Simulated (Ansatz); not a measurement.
**Tellurium, trigonal tellurium: convergence with the k-point mesh**

Computed with Ansatz, PBE, scalar-relativistic PAW, on the relaxed cell (a = 4.530 Å, c = 5.937 Å (c/a = 1.311); spin not included). Errors count from a run at 420 eV on a Γ-centred 8×8×5 mesh with Fermi-Dirac smearing of 0.05 eV, extrapolated to zero width. Fixed here: cutoff 420 eV, Fermi-Dirac width 0.05 eV. The SCF starts from atomic densities corrected by a trained network.

| k-mesh | E(σ→0) error (meV/atom) | P (GPa) | SCF iterations |
| --- | --- | --- | --- |
| 2×2×1 | 66.2 | -0.08 | 7 |
| 3×3×2 | 55.9 | 0.39 | 6 |
| 4×4×3 | 9.3 | 0.08 | 6 |
| 5×5×4 | 1.9 | 0.00 | 6 |
| 7×7×5 | 0.4 | -0.02 | 6 |
| 9×9×6 | 0.3 | -0.02 | 6 |
| 12×12×8 | 0.1 | -0.03 | 6 |

Task: What does the run at 2×2×2 give (k-mesh)?

Result: E(σ→0) error (meV/atom): 202.4; P (GPa): 1.30; SCF iterations: 7.

Within 5 meV/atom of the last row: from 5×5×4 on.
